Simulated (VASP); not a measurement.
# RbBr, energy along a vibration (SMASS = -2): which settings are enough?

RbBr, Fm-3m (no. 225), atoms displaced along the mode, 2 atoms in the cell. LDA, energy along a line of displacements; PAW potentials Rb_pv, Br (LDA set). VASP 6.6.1.

Wanted: harmonic frequency within 1 %.

Space group without the displacement: Fm-3m (no. 225); Mode: optical mode at Gamma along [111].

POSCAR of the starting run:
```
RbBr
1.0
    0.0000000000      3.4270000000      3.4270000000
    3.4270000000      0.0000000000      3.4270000000
    3.4270000000      3.4270000000      0.0000000000
Rb Br
1 1
Direct
   -0.0032560595     -0.0032560595     -0.0032560595
    0.5034827823      0.5034827823      0.5034827823

    0.0055792579   0.0055792579   0.0055792579
   -0.0059677475  -0.0059677475  -0.0059677475
```

The series start from k mesh: 4 × 4 × 4; Cutoff (eV): 280; Step along the mode (Å): 0.02; Electronic threshold (eV): 1e-7. Each series keeps the choices made before it, and each single choice may use up half of a tolerance.

## k mesh

| k mesh | Harmonic frequency (THz) | Time (s) |
|---|---|---|
| 2 × 2 × 2 | 2.32 | 13 |
| 3 × 3 × 3 | 2.516 | 16 |
| 4 × 4 × 4 | 2.527 | 30 |
| 5 × 5 × 5 | 2.528 | 46 |
| 6 × 6 × 6 (reference) | 2.528 | 74 |

Chosen: 3 × 3 × 3, the loosest value from which every tighter one stays within half of the tolerance.

## Cutoff (eV)

| Cutoff (eV) | Harmonic frequency (THz) | Time (s) |
|---|---|---|
| 160 | 2.534 | 7.7 |
| 190 | 2.523 | 8.9 |
| 220 | 2.507 | 8.8 |
| 250 | 2.516 | 15 |
| 280 | 2.516 | 16 |
| 330 (reference) | 2.518 | 19 |

Chosen: 190.

## Electronic threshold (eV)

| Electronic threshold (eV) | Harmonic frequency (THz) | Time (s) |
|---|---|---|
| 0.001 | 2.521 | 6.2 |
| 0.0001 | 2.531 | 6.6 |
| 1e-5 | 2.531 | 7.7 |
| 1e-6 | 2.531 | 8.5 |
| 1e-7 | 2.531 | 10 |
| 1e-8 (reference) | 2.531 | 11 |

Chosen: 0.001.

Also changed on the way, by series that aren't shown: Step along the mode (Å): 0.04.

## All choices together

| Input | Harmonic frequency (THz) | Time (s) |
|---|---|---|
| defaults on a coarse mesh (naive) | 2.545 | 3.4 |
| chosen settings | 2.521 | 6.2 |
| reference settings throughout | 2.531 | 121 |

The tolerance is met.

## The input

INCAR:
```
GGA = CA ; PREC = Accurate
ENCUT = 190 ; EDIFF = 0.001
ALGO = Normal ; LREAL = F
LASPH = T ; ISMEAR = 0
SIGMA = 0.03 ; ISYM = 0
LWAVE = F ; LCHARG = F
IBRION = 0 ; SMASS = -2
POTIM = 1 ; NSW = 9
NELMIN = 4 ; IWAVPR = 11
KPAR = 2
```

KPOINTS:
```
Automatic mesh
0
Gamma
  3 3 3
  0 0 0
```

POSCAR:
```
RbBr
1.0
    0.0000000000      3.4270000000      3.4270000000
    3.4270000000      0.0000000000      3.4270000000
    3.4270000000      3.4270000000      0.0000000000
Rb Br
1 1
Direct
   -0.0065121189     -0.0065121189     -0.0065121189
    0.5069655646      0.5069655646      0.5069655646

    0.0111585158   0.0111585158   0.0111585158
   -0.0119354950  -0.0119354950  -0.0119354950
```

Commands:
```
cat potpaw_LDA.64/Rb_pv/POTCAR potpaw_LDA.64/Br/POTCAR > POTCAR
mpirun -np 2 vasp_std > vasp.out
```

The naive input happens to agree within the tolerance here, in 3.4 s.

Limits: NELMIN = 4 forces that many electronic steps, so a loose EDIFF looks better here than it is.

The chosen input took VASP 6.6.1 6.2 s on 2 cores (Intel Xeon Platinum 8259CL @ 2.50GHz (Skylake/Cascade Lake)), a shared host.

## An input that fails: electronic threshold far too loose

It runs to its end, but against the unchanged starting input it is off by 13 % in the harmonic frequency.

Changes against the starting input:
```
- EDIFF = 1e-07
- NELMIN = 4
+ EDIFF = 0.1
```
